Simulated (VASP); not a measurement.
# Si (Fd-3m) in VASP: a series of runs, part 2 of 2

VASP 6.6.1. The steps go on from the part before.

## 5. Band structure, RPBE

INCAR

```
SYSTEM = Si
PREC     = Accurate       ! precision mode
ENCUT    = 520            ! plane-wave cutoff, eV
EDIFF    = 1E-6           ! SCF threshold, eV
ISMEAR   = -1             ! smearing method
SIGMA    = 0.05           ! smearing width, eV
LREAL    = .False.        ! projectors in reciprocal space
LASPH    = .True.         ! aspherical terms in the spheres
NELM     = 60             ! most SCF steps
ALGO     = Fast           ! electronic algorithm
ISIF     = 2              ! what is computed and relaxed
LWAVE    = .False.        ! write WAVECAR
LCHARG   = .False.        ! write CHGCAR
GGA      = RP             ! functional
NBANDS   = 11             ! bands
```

KPOINTS

```
regular mesh
0
Gamma
  8 8 8
  0 0 0
```

POSCAR

```
Si
1.0
    0.0000000000      2.7218511865      2.7218511865
    2.7218511865      0.0000000000      2.7218511865
    2.7218511865      2.7218511865      0.0000000000
Si
2
Direct
    0.5000000000      0.5000000000      0.5000000000
    0.7500000000      0.7500000000      0.7500000000
```

KPOINTS_OPT

```
path GXWKGLUWLK,UX
20
line-mode
reciprocal
 0.0000000000  0.0000000000  0.0000000000  G
 0.5000000000  0.0000000000  0.5000000000  X

 0.5000000000  0.0000000000  0.5000000000  X
 0.5000000000  0.2500000000  0.7500000000  W

 0.5000000000  0.2500000000  0.7500000000  W
 0.3750000000  0.3750000000  0.7500000000  K

 0.3750000000  0.3750000000  0.7500000000  K
 0.0000000000  0.0000000000  0.0000000000  G

 0.0000000000  0.0000000000  0.0000000000  G
 0.5000000000  0.5000000000  0.5000000000  L

 0.5000000000  0.5000000000  0.5000000000  L
 0.6250000000  0.2500000000  0.6250000000  U

 0.6250000000  0.2500000000  0.6250000000  U
 0.5000000000  0.2500000000  0.7500000000  W

 0.5000000000  0.2500000000  0.7500000000  W
 0.5000000000  0.5000000000  0.5000000000  L

 0.5000000000  0.5000000000  0.5000000000  L
 0.3750000000  0.3750000000  0.7500000000  K

 0.6250000000  0.2500000000  0.6250000000  U
 0.5000000000  0.0000000000  0.5000000000  X
```

On the command line:

```console
cat potpaw_PBE.64/Si/POTCAR > POTCAR
mpirun -np 1 vasp_std > vasp.out
```

It took 51 s on 1 thread of Intel Xeon Platinum 8488C (Sapphire Rapids), shared host; peak memory 0.16 GiB.

The run converged. Its results:

```
Free energy             : -10.3121 eV
Pressure                : 2.7 GPa
Band gap on the k mesh  : 0.68 eV, indirect (least direct gap 2.57 eV)
Band gap along the path : 0.64 eV, indirect (least direct gap 2.57 eV)
```

Levels at the corners of the path, in eV from the valence-band top:
| point | band 1 | band 2 | band 3 | band 4 | band 5 | band 6 | band 7 | band 8 |
| --- | --- | --- | --- | --- | --- | --- | --- | --- |
| Γ | -11.89 | 0.00 | 0.00 | 0.00 | 2.57 | 2.57 | 2.57 | 3.41 |
| X | -7.77 | -7.77 | -2.83 | -2.83 | 0.78 | 0.78 | 10.10 | 10.10 |
| X | -7.77 | -7.77 | -2.83 | -2.83 | 0.78 | 0.78 | 10.10 | 10.10 |
| W | -7.61 | -7.61 | -3.80 | -3.80 | 4.31 | 4.31 | 5.01 | 5.01 |
| W | -7.61 | -7.61 | -3.80 | -3.80 | 4.31 | 4.31 | 5.01 | 5.01 |
| K | -8.19 | -7.18 | -4.24 | -2.40 | 1.27 | 4.16 | 7.45 | 8.02 |
| K | -8.19 | -7.18 | -4.24 | -2.40 | 1.27 | 4.16 | 7.45 | 8.02 |
| Γ | -11.89 | 0.00 | 0.00 | 0.00 | 2.57 | 2.57 | 2.57 | 3.41 |
| Γ | -11.89 | 0.00 | 0.00 | 0.00 | 2.57 | 2.57 | 2.57 | 3.41 |
| L | -9.58 | -6.90 | -1.19 | -1.19 | 1.59 | 3.35 | 3.35 | 7.85 |
| L | -9.58 | -6.90 | -1.19 | -1.19 | 1.59 | 3.35 | 3.35 | 7.85 |
| U | -8.19 | -7.18 | -4.24 | -2.40 | 1.27 | 4.16 | 7.45 | 8.02 |
| U | -8.19 | -7.18 | -4.24 | -2.40 | 1.27 | 4.16 | 7.45 | 8.02 |
| W | -7.61 | -7.61 | -3.80 | -3.80 | 4.31 | 4.31 | 5.01 | 5.01 |
| W | -7.61 | -7.61 | -3.80 | -3.80 | 4.31 | 4.31 | 5.01 | 5.01 |
| L | -9.58 | -6.90 | -1.19 | -1.19 | 1.59 | 3.35 | 3.35 | 7.85 |
| L | -9.58 | -6.90 | -1.19 | -1.19 | 1.59 | 3.35 | 3.35 | 7.85 |
| K | -8.19 | -7.18 | -4.24 | -2.40 | 1.27 | 4.16 | 7.45 | 8.02 |
| U | -8.19 | -7.18 | -4.24 | -2.40 | 1.27 | 4.16 | 7.45 | 8.02 |
| X | -7.77 | -7.77 | -2.83 | -2.83 | 0.78 | 0.78 | 10.10 | 10.10 |

Caveat: the PAW data sets were made with another functional, which shifts forces and pressure a little. Expect the measured gap to be larger: semilocal functionals such as RPBE lack the derivative discontinuity.

## 6. Band structure, revPBE

INCAR

```
SYSTEM = Si
ALGO = Normal ; EDIFF = 1E-7
ENCUT = 520 ; GGA = RE
ISIF = 2 ; ISMEAR = -1
LASPH = .TRUE. ; LCHARG = .FALSE.
LREAL = .FALSE. ; LWAVE = .FALSE.
NBANDS = 11 ; NELM = 60
PREC = Accurate ; SIGMA = 0.05
```

KPOINTS

```
k-points
0
G
  8 8 8
  0 0 0
```

POSCAR is that of step 5.

KPOINTS_OPT is that of step 5.

Potentials or basis: VASP PAW PBE potentials, release 64 (Si).

On the command line:

```console
cat potpaw_PBE.64/Si/POTCAR > POTCAR
mpirun -np 1 vasp_std > vasp.out
```

Run time: 65 s. Hardware: 1 thread of Intel Xeon Platinum 8488C (Sapphire Rapids), shared host; peak memory 0.16 GiB.

It converged, with:

```
Free energy             : -10.4208 eV
Pressure                : 2.3 GPa
Band gap on the k mesh  : 0.67 eV, indirect (least direct gap 2.57 eV)
Band gap along the path : 0.62 eV, indirect (least direct gap 2.57 eV)
```

Levels at the corners of the path, in eV from the valence-band top:
```tsv
point	band 2	band 3	band 4	band 5	band 6	band 7
Γ	0.00	0.00	0.00	2.57	2.57	2.57
X	-7.77	-2.83	-2.83	0.76	0.76	10.09
X	-7.77	-2.83	-2.83	0.76	0.76	10.09
W	-7.61	-3.81	-3.81	4.29	4.29	5.00
W	-7.61	-3.81	-3.81	4.29	4.29	5.00
K	-7.19	-4.25	-2.40	1.25	4.15	7.45
K	-7.19	-4.25	-2.40	1.25	4.15	7.45
Γ	0.00	0.00	0.00	2.57	2.57	2.57
Γ	0.00	0.00	0.00	2.57	2.57	2.57
L	-6.91	-1.19	-1.19	1.57	3.34	3.34
L	-6.91	-1.19	-1.19	1.57	3.34	3.34
U	-7.19	-4.25	-2.40	1.25	4.15	7.45
U	-7.19	-4.25	-2.40	1.25	4.15	7.45
W	-7.61	-3.81	-3.81	4.29	4.29	5.00
W	-7.61	-3.81	-3.81	4.29	4.29	5.00
L	-6.91	-1.19	-1.19	1.57	3.34	3.34
L	-6.91	-1.19	-1.19	1.57	3.34	3.34
K	-7.19	-4.25	-2.40	1.25	4.15	7.45
U	-7.19	-4.25	-2.40	1.25	4.15	7.45
X	-7.77	-2.83	-2.83	0.76	0.76	10.09
```

Caveat: the PAW data sets were made with another functional, which shifts forces and pressure a little.

## 7. Overview

```csv
level,potentials or basis,gap on the mesh (eV),pressure (GPa)
PBE,"VASP PAW PBE potentials, release 64 (Si)",0.63,1.3
LDA,"VASP PAW LDA potentials, release 64 (Si)",0.53,-2.1
PBEsol,"VASP PAW PBE potentials, release 64 (Si)",0.51,-0.4
RPBE,"VASP PAW PBE potentials, release 64 (Si)",0.68,2.7
revPBE,"VASP PAW PBE potentials, release 64 (Si)",0.67,2.3
```

Alike in all rows: task band structure; no spin polarisation; cell as given; k mesh 8 × 8 × 8; cutoff (eV) 520; smearing fermi-dirac 0.05 eV.

Caveats: the PAW data sets were made with another functional, which shifts forces and pressure a little (some runs).

Absolute energies hang on the potentials; compare differences alone.
